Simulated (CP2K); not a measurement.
Crystal: Ti.

```xyz
1
Lattice="2.8709 0.0000 0.0000 1.4354 2.4862 0.0000 1.4354 0.8287 2.3440" Properties=species:S:1:pos:R:3 pbc="T T T"
Ti    0.0000    0.0000    0.0000
```

This isn't the form of Ti at room conditions, which is hcp.

Base run:

* Program: CP2K 2026.2
* Functional: LDA
* Potentials or basis: POTENTIAL_UZH Ti GTH-PBE-q12; TZVP-MOLOPT-PBE-GTH basis
* Density cutoff: 9184 eV
* k mesh: 11 × 11 × 11
* Occupations: fermi-dirac, width 0.05 eV
* Spin: no spin polarisation

Its results: band gap on the k mesh none (metal or under the smearing width); pressure -4.5 GPa.

Task: After a change of settings the same cell gave: band gap on the k mesh none (metal or under the smearing width); pressure 3.6 GPa. Which change was it?
A. functional from LDA to TASK
B. functional from LDA to AM05
C. functional from LDA to PBEsol
D. functional from LDA to PW91

Result: D.

PW91 binds less tightly than LDA, so the same cell stands under more pressure.

Caveats: the potentials were made for another functional, which shifts forces and pressure; the basis of atomic orbitals isn't converged, which shifts pressures, moduli and gaps.

Runs at the PBE level aren't shown here.
